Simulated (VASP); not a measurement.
# In in VASP: reference runs

Reference runs on In: the cell as given.

All numbers are computed with VASP 6.6.1; they aren't measurements. Logs are shortened: lines on timing, memory, paths and dates and some standing lists are left out, and cuts for length are marked.

**1. The cell of the first run**

The cell holds a slab with vacuum, 5 atoms: a = 3.339 Å, b = 3.339 Å, c = 25.932 Å, α = 90.00°, β = 90.00°, γ = 120.00°.

The slab is cut from a database's or a generator's crystal, which needn't be the stable form of the element.

**2. Single point, PBE (the (0 0 1) slab of In, cut from the database cell, not relaxed)**

INCAR

```
PREC = Accurate
ENCUT = 520
EDIFF = 1E-7
ISMEAR = -1
SIGMA = 0.05
LREAL = False
LASPH = True
NELM = 80
ALGO = Normal
ISIF = 2
LWAVE = False
LCHARG = False
LDIPOL = True
IDIPOL = 3
DIPOL = 0.5 0.5 0.500
GGA = PE
NBANDS = 40
```

KPOINTS

```
regular mesh
0
Gamma
  9 9 1
```

POSCAR

```
In
1.0
    3.3392736332      0.0000000000      0.0000000000
   -1.6696368166      2.8918957965      0.0000000000
    0.0000000000      0.0000000000     25.9317382929
In
5
Direct
    0.6666666667      0.3333333333      0.2892208735
    0.0000000000      0.0000000000      0.3942765012
    0.6666666667      0.3333333333      0.5000000000
    0.3333333333      0.6666666667      0.6057234988
    0.6666666667      0.3333333333      0.7107791265
```

Potentials or basis: VASP PAW PBE potentials, release 64 (In_d).

Launch:

```bash
$ cat potpaw_PBE.64/In_d/POTCAR > POTCAR
$ mpirun -np 1 vasp_std > vasp.out
```

OUTCAR:

```text
PREC = Accurate
   ENCUT = 520
   EDIFF = 1E-7
   ISMEAR = -1
   LREAL = False
   LASPH = True
   NELM = 80
   ISIF = 2
   GGA = PE

 ion  position               nearest neighbor table
   1  0.667  0.333  0.289-   2 3.34   2 3.34   2 3.34
   2  0.000  0.000  0.394-   1 3.34   1 3.34   1 3.34   3 3.35   3 3.35   3 3.35
   3  0.667  0.333  0.500-   4 3.35   2 3.35   4 3.35   2 3.35   2 3.35   4 3.35
   4  0.333  0.667  0.606-   5 3.34   5 3.34   5 3.34   3 3.35   3 3.35   3 3.35
   5  0.667  0.333  0.711-   4 3.34   4 3.34   4 3.34

  LATTYP: Found a hexagonal cell.
 ALAT       =     3.3392736332
 C/A-ratio  =     7.7656823433

  Lattice vectors:

 A1 = (   3.3392736332,   0.0000000000,   0.0000000000)
 A2 = (  -1.6696368166,   2.8918957965,   0.0000000000)
 A3 = (   0.0000000000,   0.0000000000,  25.9317382929)

Analysis of symmetry for initial positions (statically):
=====================================================================
 Subroutine PRICEL returns:
 Original cell was already a primitive cell.

 Routine SETGRP: Setting up the symmetry group for a
 hexagonal supercell.

 Subroutine GETGRP returns: Found 12 space group operations
 (whereof  6 operations were pure point group operations)
 out of a pool of 24 trial point group operations.

The static configuration has the point symmetry C_3v.
 The point group associated with its full space group is D_3d.

Analysis of symmetry for dynamics (positions and initial velocities):
=====================================================================
 Subroutine PRICEL returns:
 Original cell was already a primitive cell.

 Routine SETGRP: Setting up the symmetry group for a
 hexagonal supercell.

 Subroutine GETGRP returns: Found 12 space group operations
 (whereof  6 operations were pure point group operations)
 out of a pool of 24 trial point group operations.

The dynamic configuration has the point symmetry C_3v.
 The point group associated with its full space group is D_3d.

 Subroutine INISYM returns: Found 12 space group operations
 (whereof  6 operations are pure point group operations),
 and found     1 'primitive' translations

----------------------------------------------------------------------------------------

                                     Primitive cell

  volume of cell :     250.4184

  direct lattice vectors                    reciprocal lattice vectors
     3.339273633  0.000000000  0.000000000     0.299466324  0.172896963  0.000000000
    -1.669636817  2.891895797  0.000000000     0.000000000  0.345793926  0.000000000
[... 86 lines left out ...]
   POTIM  = 0.5000    time-step for ionic-motion
   TEBEG  =    0.0;   TEEND  =   0.0 temperature during run
   PSTRESS=    0.0 pullay stress
   NELECT =      65.0000    total number of electrons
   NUPDOWN=      -1.0000    fix difference up-down
   EMIN   =  10.00;   EMAX   =-10.00  energy-range for DOS
   EFERMI =   0.00;   METHOD = LEGACY
   ISMEAR =    -1;   SIGMA  =   0.05  broadening in eV -4-tet -1-fermi 0-gaus
   EFERMI_NEDOS =   21; number of points for ismear=-14 and -15
   IALGO  =     38    algorithm
   IMIX   =      4    mixing-type and parameters
     AMIX     =   0.40;   BMIX     =  1.00
     AMIX_MAG =   1.60;   BMIX_MAG =  1.00
  volume/ion in A,a.u.               =      50.08       337.98
  Fermi-wavevector in a.u.,A,eV,Ry     =   1.044297  1.973434 14.837906  1.090555
  Thomas-Fermi vector in A             =   2.179043
   LORBIT       =      0    0 simple, 1 ext, 2 COOP (PROOUT), +10 PAW based schemes
   GGA     = PE    functional components
   LHFCALC =     F    Hartree Fock is set to
   AEXX    =    0.0000 exact exchange contribution
   IVDW    =     0    specifies the selected vdW correction
   LEPSILON=     F    determine dielectric tensor
   LRPA    =     F    only Hartree local field effects (RPA)
 non-spin polarized calculation
  energy-cutoff  :      520.00
  volume of cell :      250.42
 maximum number of plane-waves:      6769
 NGX is ok and might be reduce to    28
   NGX = 13   NGY = 13   NGZ = 97

 number of electron      64.9999995 magnetization

 dipolmoment           0.000000      0.000000      0.000002 electrons x Angstroem

 Free energy of the ion-electron system (eV)
  ---------------------------------------------------
  ext. energy  EPLUGINS =         0.00000000
  ---------------------------------------------------
  free energy    TOTEN  =       -12.40949493 eV

  energy without entropy =      -12.38301384  energy(sigma->0) =      -12.39625439

 E-fermi :   2.1111     XC(G=0):  -5.9871

 val. band max:        2.1047553636   @ k =   0.4444   0.1111   0.0000
 cond. band min:       2.1135981673   @ k =   0.2222   0.2222   0.0000
 fundamental gap:      0.0088428037
 Fermi energy:         2.1111370459

 k-point     1 :       0.0000    0.0000    0.0000
  band No.  band energies     occupation
      1     -12.5977      2.00000
      2     -12.5910      2.00000
      3     -12.5415      2.00000
      4     -12.5415      2.00000
      5     -12.5414      2.00000
      6     -12.5406      2.00000
[... 505 lines left out ...]
     39       3.7270      0.00000
     40       3.7270      0.00000

------------------------ aborting loop because EDIFF is reached ----------------------------------------

 vacuum level on the upper side and lower side of the slab       (xc-potential included)        -0.147        -0.147

  FORCE on cell =-STRESS in cart. coord.  units (eV):
  Direction    XX          YY          ZZ          XY          YZ          ZX
  --------------------------------------------------------------------------------------
  -------------------------------------------------------------------------------------
  Total        0.1095878      0.1095878      1.4583039      0.0000000      0.0000000      0.0000000
  in kB        0.7011428      0.7011428      9.3302299      0.0000000      0.0000000      0.0000000
  external PRESSURE =       3.5775052 kB  Pullay stress =       0.0000000 kB

 VOLUME and BASIS-vectors are now :
 -----------------------------------------------------------------------------
  energy-cutoff  :      520.00
  volume of cell :      250.42
      direct lattice vectors                 reciprocal lattice vectors
     3.339273633  0.000000000  0.000000000     0.299466324  0.172896963  0.000000000
    -1.669636817  2.891895797  0.000000000     0.000000000  0.345793926  0.000000000
     0.000000000  0.000000000 25.931738293     0.000000000  0.000000000  0.038562783

 POSITION                                       TOTAL-FORCE (eV/Angst)
 -----------------------------------------------------------------------------------
      1.66964      0.96397      7.50000         0.000000      0.000000     -0.182870
      0.00000      0.00000     10.22428         0.000000      0.000000      0.088741
      1.66964      0.96397     12.96587         0.000000     -0.000000      0.000000
     -0.00000      1.92793     15.70746        -0.000000     -0.000000     -0.088741
      1.66964      0.96397     18.43174        -0.000000     -0.000000      0.182870
 -----------------------------------------------------------------------------------
    total drift:                               -0.000000      0.000000      0.000156

  FREE ENERGIE OF THE ION-ELECTRON SYSTEM (eV)
  ---------------------------------------------------
  free  energy   TOTEN  =       -12.4094949322 eV

  energy  without entropy=      -12.3830138389  energy(sigma->0) =      -12.39625439

 vacuum level on the upper side and lower side of the slab         5.844         5.844
```

stdout:

```text
POSCAR found type information on POSCAR In
 POSCAR found :  1 types and       5 ions
 scaLAPACK will be used
 LDA part: xc-table for (Slater+PW92), standard interpolation
 POSCAR, INCAR and KPOINTS ok, starting setup
 FFT: planning ... GRIDC
 FFT: planning ... GRID_SOFT
 FFT: planning ... GRID
 WAVECAR not read
 entering main loop
```

It took 2.5 min on 1 thread of Intel Xeon 6975P-C (Granite Rapids), shared host; peak memory 0.4 GiB.

What came out:

```yaml
Free_energy: -12.4095 eV
Largest_force: 0.183 eV/Å
Band_gap_on_the_k_mesh: none (metal or under the smearing width)
```

Forces in eV/Å, atoms in the order of the input:
```
In   0.000  0.000 -0.183
In   0.000  0.000  0.089
In   0.000  0.000  0.000
In   0.000  0.000 -0.089
In   0.000  0.000  0.183
```
